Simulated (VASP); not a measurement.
Set up this calculation in VASP 6.6.1, as the native input.

| Property | Result |
| --- | --- |
| Task | single point |
| Functional | LDA |
| Potentials or basis | VASP PAW LDA potentials, release 64 (Mn_pv, O) |
| Cutoff | 520 eV |
| k mesh | 7 × 7 × 7 |
| Occupations | gaussian, width 0.05 eV |
| Spin | collinear spin, ferromagnetic start |
| Starting moments | [4.0, 0.0] μB |
| Hubbard terms | Mn d U = 5 eV |
| Further INCAR settings | ALGO = Normal; EDIFF = 1e-06 |

The structure of MnO lies in POSCAR:

```
MnO
1.0
    0.0000000000      2.2220003300      2.2220003300
    2.2220003300      0.0000000000      2.2220003300
    2.2220003300      2.2220003300      0.0000000000
Mn O
1 1
Direct
    0.0000000000      0.0000000000      0.0000000000
    0.5000000000      0.5000000000      0.5000000000
```

One way to write it, as run:

INCAR

```
SYSTEM = MnO
PREC = Accurate
ENCUT = 520
EDIFF = 1E-6
ISMEAR = 0
SIGMA = 0.05
LREAL = .FALSE.
LASPH = .TRUE.
NELM = 100
ALGO = Normal
ISIF = 2
LWAVE = .FALSE.
LCHARG = .TRUE.
ISPIN = 2
MAGMOM = 4 0
LORBIT = 11
LMAXMIX = 4
LDAU = .TRUE.
LDAUTYPE = 2
LDAUL = 2 -1
LDAUU = 5 0
LDAUJ = 0 0
LDAUPRINT = 1
GGA = CA
LELF = .TRUE.
LVHAR = .TRUE.
```

KPOINTS

```
regular mesh
0
G
  7 7 7
  0 0 0
```

Potentials or basis: VASP PAW LDA potentials, release 64 (Mn_pv, O).

The run is started by

```bash
$ cat potpaw_LDA.64/Mn_pv/POTCAR potpaw_LDA.64/O/POTCAR > POTCAR
$ mpirun -np 1 vasp_std > vasp.out
```

It gave:

```yaml
Pressure: -4.4 GPa
Band_gap_on_the_k_mesh: 0.52 eV, indirect (least direct gap 2.73 eV)
Net_moment: 5.00 μB per cell
Site_moments: Mn +4.62; O +0.15 μB
Valence_electrons_inside_the_program's_atomic_spheres: Mn 11.37; O 4.98
```

Caveat: an odd mesh through Γ misses points on the zone boundary, where band edges often lie; a cell with one magnetic atom can't hold antiferromagnetic order, which such compounds often take.

It took 7.4 s on 1 thread of Intel(R) Xeon(R) Platinum 8559C (Emerald Rapids), with other jobs on the host, peak memory 0.13 GiB.
